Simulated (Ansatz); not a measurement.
**Pb (bcc): energy against volume**

All numbers below come from Ansatz 0.2.0, DFT, revPBE, plane waves (420 eV) with PAW, scalar-relativistic. (PAW data from PBE, frozen cores regenerated.)

The cell is scaled uniformly from the relaxed one, with fractional coordinates and shape fixed. Energies are extrapolated to zero smearing, pressures are those at the given smearing. Magnetic state: spin not included.

A Birch-Murnaghan fit gives V₀ = 33.01 Å³/atom, B₀ = 34 GPa, B₀′ = 4.5.

(1) What are the energy above the minimum and the pressure at 28.897 Å³/atom?

(2) What are the energy above the minimum and the pressure at 30.210 Å³/atom?

(3) What are the energy above the minimum and the pressure at 36.778 Å³/atom?

Answers

(1) 70.0 meV/atom and 6.23 GPa as computed.

(2) 29.8 meV/atom and 3.73 GPa as computed.

(3) 37.9 meV/atom and -2.95 GPa as computed.
